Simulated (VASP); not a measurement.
A run of VASP 6.6.1 is set up as follows.

Contents of INCAR:

```
PREC     = Accurate       # precision mode
ENCUT    = 520            # plane-wave cutoff, eV
EDIFF    = 1E-6           # SCF threshold, eV
ISMEAR   = -1             # smearing method
SIGMA    = 0.05           # smearing width, eV
LREAL    = F              # projectors in reciprocal space
LASPH    = T              # aspherical terms in the spheres
NELM     = 100            # most SCF steps
ALGO     = Normal         # electronic algorithm
ISIF     = 2              # what is computed and relaxed
LWAVE    = F              # write WAVECAR
LCHARG   = F              # write CHGCAR
LNONCOLLINEAR= T              # non-collinear magnetism
MAGMOM   = 0 0 0 0 0 0    # initial moments
LORBIT   = 11             # projections on sites
LSORBIT  = T              # spin-orbit coupling
GGA_COMPAT= F            
GGA      = PE             # functional
NBANDS   = 26             # bands
```

Contents of KPOINTS:

```
Automatic mesh
0
Gamma
  5 5 5
```

The input POSCAR:

```
NaI
1.0
    0.0000000000      3.2364000000      3.2364000000
    3.2364000000      0.0000000000      3.2364000000
    3.2364000000      3.2364000000      0.0000000000
I Na
1 1
Direct
    0.5000000000      0.5000000000      0.5000000000
    0.0000000000      0.0000000000      0.0000000000
```

Contents of KPOINTS_OPT:

```
path GXWKGLUWLK,UX
10
line-mode
reciprocal
 0.0000000000  0.0000000000  0.0000000000  G
 0.5000000000  0.0000000000  0.5000000000  X

 0.5000000000  0.0000000000  0.5000000000  X
 0.5000000000  0.2500000000  0.7500000000  W

 0.5000000000  0.2500000000  0.7500000000  W
 0.3750000000  0.3750000000  0.7500000000  K

 0.3750000000  0.3750000000  0.7500000000  K
 0.0000000000  0.0000000000  0.0000000000  G

 0.0000000000  0.0000000000  0.0000000000  G
 0.5000000000  0.5000000000  0.5000000000  L

 0.5000000000  0.5000000000  0.5000000000  L
 0.6250000000  0.2500000000  0.6250000000  U

 0.6250000000  0.2500000000  0.6250000000  U
 0.5000000000  0.2500000000  0.7500000000  W

 0.5000000000  0.2500000000  0.7500000000  W
 0.5000000000  0.5000000000  0.5000000000  L

 0.5000000000  0.5000000000  0.5000000000  L
 0.3750000000  0.3750000000  0.7500000000  K

 0.6250000000  0.2500000000  0.6250000000  U
 0.5000000000  0.0000000000  0.5000000000  X
```

Potentials or basis: VASP PAW PBE potentials, release 64 (I, Na_pv).

Run with:

```console
$ cat potpaw_PBE.64/I/POTCAR potpaw_PBE.64/Na_pv/POTCAR > POTCAR
$ mpirun -np 1 vasp_ncl > vasp.out
```

Q: What does it give for the pressure?

A: 0.5 GPa.
